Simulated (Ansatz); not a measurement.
## Li: levels along high-symmetry lines

```
CELL_PARAMETERS angstrom
1.55050 0.89518 7.58830
-1.55050 0.89518 7.58830
0.00000 -1.79036 7.58830
ATOMIC_POSITIONS crystal
Li 0.00000 0.00000 0.00000
Li 0.22200 0.22200 0.22200
Li 0.77800 0.77800 0.77800
```

Atoms are numbered in the order listed.

Structure: COD 9017802, as refined from experiment and not relaxed.

Method: Ansatz 0.2.0, DFT, PBE, all-electron LAPW, scalar-relativistic.

The runs use a Γ-centred 12×12×12 k mesh, Fermi–Dirac smearing of 0.08 eV, basis error target 1 meV/atom, no spin polarisation.

Points in fractions of the reciprocal vectors of this cell: Γ (0, 0, 0), T (0.5, 0.5, 0.5), H2 (0.824, 0.176, 0.5), H0 (0.5, -0.176, 0.176), L (0.5, 0, 0), S0 (0.338, -0.338, 0), S2 (0.662, 0, 0.338), F (0.5, 0, 0.5). The path joins them by straight lines in the order Γ–T–H2–H0–L–Γ–S0–S2–F; legs that retrace an earlier one aren't tabulated. Energies are in eV from the Fermi level.

(1) List the levels at F between -5 and 3 eV.

(2) List the levels at L between -5 and 3 eV.

(3) List the levels at H0 between -5 and 3 eV.

(4) What is the band gap?

Results:

(1) 0.26, 0.35, 1.15.

(2) -0.03, 0.82, 1.05.

(3) 1.50, 1.80, 2.13, 2.29.

(4) none: with an odd electron count and no spin polarisation the bands can't all be full, a metal in this set-up (spin order or a larger cell could open a gap).
